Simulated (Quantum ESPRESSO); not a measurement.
# As under changes of volume

One of the cells (22.434 Å³/atom); the others are scaled copies at fixed shape and fractional positions:

```
As
1.0
     1.82500   -5.50000    0.00000
     1.82500    5.50000    0.00000
     0.00000    0.00000    4.47000
As
4
Direct
  0.39000 0.61000 0.56000
  0.89000 0.11000 0.94000
  0.61000 0.39000 0.44000
  0.11000 0.89000 0.06000
```

This isn't the form of As at room conditions, which is rhombohedral.

| Item | Value |
| --- | --- |
| Program | Quantum ESPRESSO 7.5 |
| Functional | r2SCAN |
| Potentials or basis | SG15 PBE 1.2 |
| Cutoff | 952 eV |
| Density cutoff | 3810 eV |
| k mesh | 4 × 4 × 3 |
| Occupations | fermi-dirac, width 0.05 eV |
| Spin | no spin polarisation |

```tsv
volume (Å³/atom)	energy over the lowest point (meV/atom)	pressure (GPa)	gap on the mesh (eV)	largest force (eV/Å)
21.088	58.11	8.7	0.23	0.676
21.536	36.63	6.7	0.21	0.516
21.985	?	?	?	?
22.434	9.42	3.2	0.18	0.307
22.882	2.70	1.7	0.17	0.300
23.331	0.00	0.3	0.16	0.357
23.780	0.93	-0.9	0.15	0.447
```

**Question.** What does the run at 21.985 Å³/atom give?

**Answer.** Energy over the lowest point 20.57 meV/atom; pressure 4.8 GPa; gap on the mesh 0.19 eV; largest force 0.386 eV/Å.

Worked out: A Birch-Murnaghan fit of order 3 (a polynomial in V^(-2/3)) to the other rows has its minimum at 23.43 Å³/atom with B0 = V·E''(V) = 66 GPa and B' = 4.2 at fixed shape and positions, which overstates the stiffness. It gives 20.56 meV/atom at 21.985 Å³/atom, against the run's 20.57, and -dE/dV = 4.8 GPa, against 4.8. A straight line through the other rows of the gap, of slope -0.658 eV per unit of ln V, gives 0.20 eV, against the run's 0.19.

Energies are extrapolated to zero smearing.

Caveats: all runs use coarse meshes; the potentials were made for another functional, which shifts forces and pressure; an odd mesh through Γ misses points on the zone boundary, where band edges often lie. Spin-orbit coupling on As is left out.
